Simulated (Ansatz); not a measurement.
MgO (zincblende): G0W0 against its settings

MgO (zincblende), relaxed with r2SCAN; one-shot G0W0 in Ansatz without spin-orbit coupling. Spin-unpolarised throughout. Whether this structure exists isn't addressed.

```
Mg O
1.0
     0.00000    2.28201    2.28201
     2.28201    0.00000    2.28201
     2.28201    2.28201    0.00000
Mg O
1 1
Cartesian
  0.0000 0.0000 0.0000
  1.1410 1.1410 1.1410
```

Gaps are read over the mesh points alone. G0W0 values are finite-basis, finite-mesh values.
```json
{"start": "PBE", "potentials": "PAW", "frequency model": "contour deformation", "mesh": "6×6×6", "empty bands": "53", "screening cutoff (eV)": "100", "Kohn-Sham gap (eV)": "3.66", "G0W0 gap (eV)": "5.57"}
{"start": "PBE", "potentials": "PAW", "frequency model": "contour deformation", "mesh": "6×6×6", "empty bands": "130", "screening cutoff (eV)": "180", "Kohn-Sham gap (eV)": "3.66", "G0W0 gap (eV)": "5.82"}
{"start": "PBE", "potentials": "PAW", "frequency model": "contour deformation", "mesh": "6×6×6", "empty bands": "252", "screening cutoff (eV)": "260", "Kohn-Sham gap (eV)": "3.66", "G0W0 gap (eV)": "5.91"}
{"start": "HSE06", "potentials": "PAW", "frequency model": "contour deformation", "mesh": "6×6×6", "empty bands": "130", "screening cutoff (eV)": "180", "Kohn-Sham gap (eV)": "5.27", "G0W0 gap (eV)": "6.74"}
{"start": "r2SCAN", "potentials": "PAW", "frequency model": "contour deformation", "mesh": "6×6×6", "empty bands": "130", "screening cutoff (eV)": "180", "Kohn-Sham gap (eV)": "4.34", "G0W0 gap (eV)": "6.26"}
{"start": "PBE0", "potentials": "PAW", "frequency model": "contour deformation", "mesh": "6×6×6", "empty bands": "130", "screening cutoff (eV)": "180", "Kohn-Sham gap (eV)": "5.98", "G0W0 gap (eV)": "6.98"}
{"start": "PBE", "potentials": "PAW", "frequency model": "Godby-Needs pole", "mesh": "6×6×6", "empty bands": "130", "screening cutoff (eV)": "180", "Kohn-Sham gap (eV)": "3.66", "G0W0 gap (eV)": "5.81"}
{"start": "PBE", "potentials": "PAW", "frequency model": "contour deformation", "mesh": "10×10×10", "empty bands": "38", "screening cutoff (eV)": "80", "Kohn-Sham gap (eV)": "3.66", "G0W0 gap (eV)": "5.48"}
{"start": "PBE", "potentials": "norm-conserving", "frequency model": "contour deformation", "mesh": "6×6×6", "empty bands": "130", "screening cutoff (eV)": "180", "Kohn-Sham gap (eV)": "3.66", "G0W0 gap (eV)": "5.83"}
```

Over the mesh points the PBE gap of 3.66 eV becomes a quasiparticle gap of 5.91 eV (direct at Γ), a change of +2.25 eV. Renormalisation factors Z lie between 0.74 and 0.84.

Raising bands and cutoff together moves the gap by +0.25 eV (100 to 180 eV), then +0.09 eV (180 to 260 eV); the last step is still large, so the basis limit isn't reached. Starting from HSE06 (5.27 eV against PBE's 3.66 eV) gives 6.74 eV, +0.92 eV from G0W0@PBE at the same screening cutoff. Starting from r2SCAN (4.34 eV against PBE's 3.66 eV) gives 6.26 eV, +0.44 eV from G0W0@PBE at the same screening cutoff. Starting from PBE0 (5.98 eV against PBE's 3.66 eV) gives 6.98 eV, +1.16 eV from G0W0@PBE at the same screening cutoff. The Godby-Needs plasmon pole differs from contour deformation by -0.01 eV. Norm-conserving potentials (wave cutoff 1240 eV against 420 eV) shift the quasiparticle gap by +0.01 eV and the PBE gap by 0.00 eV. r2SCAN runs take a wave cutoff of 500 eV.
